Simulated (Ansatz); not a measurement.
## The polar optical mode of BN at 12 GPa, worked through

Level of theory: DFT PBE, scalar-relativistic, plane waves, PAW (Ansatz 0.2.0). Settings: 420 eV plane-wave cutoff, Γ-centred 12×12×12 mesh, fixed occupations. No spin polarisation. Phonons by linear response, acoustic sum rule imposed.

The cell, relaxed at 12 GPa:
Space group F-43m (No. 216). a = 3.588 Å, b = 3.588 Å, c = 3.588 Å, α = 90.00°, β = 90.00°, γ = 90.00°
```csv
atom,site,symmetry,x,y,z
B,4a,-43m,0.0000,0.0000,0.0000
N,4c,-43m,0.2500,0.2500,0.2500
```

Linear response gives ν_TO = 1065.9 cm⁻¹, Born charges ±1.900 e (positive on B) and ε∞ = 4.584. The primitive cell holds 11.548 Å³, and the masses are 10.810 and 14.007 amu.

Q: Find ν_LO and the static dielectric constant.

A: The long-wave field adds a restoring force: ω_LO² − ω_TO² = Z*²e²/(ε_vac ε∞ μV). In these units ν_LO² − ν_TO² = 4.92064×10⁷ Z*²/(μ V ε∞) cm⁻², with μ = m₁m₂/(m₁ + m₂) = 6.101 amu: 549977 cm⁻². So ν_LO = √(1065.9² + 549977) = 1298.5 cm⁻¹, and the run gives 1298.5. Lyddane–Sachs–Teller then gives ε0 = ε∞ (ν_LO/ν_TO)² = 6.80, against 6.80 in the run (it forms both from the same three quantities, so the match checks the arithmetic only). Between ν_TO and ν_LO the dielectric function is negative and an undamped crystal reflects fully: a reststrahlen band from 7.7 to 9.4 μm.

Q: What do the Clausius–Mossotti polarisability and the Szigeti charge come to?

A: With the Lorentz local field, α = (3V/4π)(ε∞ − 1)/(ε∞ + 2) = 1.50 Å³ for the pair, and e_S = 3Z*/(ε∞ + 2) = 0.87 e. The Born charge includes the electrons' response to the dipole's own local field, and e_S takes that enhancement out. The Lorentz field assumes point-like polarisable ions, a poor picture once ε∞ is this large, since the electron clouds then overlap or are shared, so both numbers are formal here.

Q: How strongly does a slow electron couple to the LO mode?

A: For one isotropic parabolic band, Fröhlich's constant is α_F = (1/ε∞ − 1/ε0) √(m* Ry/ħω_LO), with Ry = 13.606 eV, ħω_LO = 161.0 meV and m* in free-electron masses: α_F = 0.0712 × 9.19 × √m* = 0.65 √m*. The band mass isn't part of this run; for m* = 0.1, 0.3 and 1 it gives 0.21, 0.36, 0.65. In weak coupling the polaron lies α_F ħω_LO below the band edge (58 meV at m* = 0.3) with a mass m*(1 + α_F/6); past α_F of about 5 or 6 that expansion fails. A semilocal functional's ε∞ tends to be too large, which taken alone lowers α_F.

Cost: 1 run of about 0.22 core-minutes, on Arm Neoverse V1 (shared hosts).

The TO mode at 1065.9 cm⁻¹ is high because light atoms are held by short, stiff sp³ bonds, and the long-range field lifts the LO branch to 1298.5 cm⁻¹. The Born charge of 1.900 e measures how polarisation changes as the sublattices move, not the charge sitting on each atom, and it fits a polar covalent network. The lattice adds less to the static dielectric constant than the electrons do, since stiff bonds limit ionic displacement in a static field. That modest ionic screening, together with the large phonon energy, keeps the Fröhlich coupling weak to moderate for the masses considered.

Compression is known to stiffen both modes, yet the LO frequency here lies slightly below the measured ambient-pressure value, probably because PBE makes the bonds too soft. The coupling estimate doesn't carry over directly to real carriers in cubic BN, where the conduction-band minimum lies in anisotropic valleys at X and the valence-band top is degenerate.
